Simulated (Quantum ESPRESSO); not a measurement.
Crystal: HgSe.

```
CELL_PARAMETERS angstrom
0.00000 3.03900 3.03900
3.03900 0.00000 3.03900
3.03900 3.03900 0.00000
ATOMIC_POSITIONS crystal
Hg 0.00000 0.00000 0.00000
Se 0.75000 0.75000 0.75000
```

Base run:

```yaml
Program: Quantum ESPRESSO 7.5
Functional: LDA
Potentials_or_basis: PseudoDojo 0.4.1 SR LDA standard
Cutoff: 1170 eV
Density_cutoff: 4680 eV
k_mesh: 8 × 8 × 8
Occupations: fermi-dirac, width 0.05 eV
Spin: no spin polarisation
```

Its results: band gap on the k mesh none (metal or under the smearing width); pressure -0.5 GPa.

**Question.** The run is repeated on the same cell with these changes: functional from LDA to PBEsol; potentials or basis from PseudoDojo 0.4.1 SR LDA standard to PseudoDojo 0.4.1 SR PBEsol standard. What comes out?

**Answer.** Band gap on the k mesh none (metal or under the smearing width); pressure 1.4 GPa.

Caveats: spin-orbit coupling is left out, which moves the levels of the heavy elements.
